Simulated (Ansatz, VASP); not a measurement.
One calculation of InGa2P3, two programs

```xyz
6
Lattice="3.8674 0.0000 0.0000 -1.9337 3.3493 0.0000 0.0000 0.0000 9.4732" Properties=species:S:1:pos:R:3 pbc="T T T"
In    0.0000    0.0000    0.0000
Ga    0.0000    2.2328    6.3154
Ga    1.9337    1.1164    3.1577
P     0.0000    0.0000    4.7366
P     0.0000    2.2328    1.5789
P     1.9337    1.1164    7.8943
```

Alike in both runs: task single point; functional PBE; k mesh 6 × 6 × 2; occupations gaussian, width 0.1 eV; no spin polarisation.

```csv
,VASP,Ansatz
version,VASP 6.6.1,Ansatz 0.2.0
potentials or method,"VASP PAW PBE potentials, release 64 (In_d, Ga_d, P)","scalar-relativistic, plane waves, PAW"
plane-wave cutoff (eV),520,420
valence electrons in the cell,54,54
```

```csv
,VASP,Ansatz,Ansatz less VASP
gap on the k mesh at the Fermi level (eV),none,none,-
pressure (GPa),-5.9,-5.9,-0.01
largest component of the traceless stress (GPa),0.84,0.84,+0.002
rms of the force components (eV/Å),0.252,0.253,+0.0012
```

Atom by atom the forces differ by 0.001 eV/Å (rms over components). A gap of «none» marks a metal or a gap that the smearing closes.
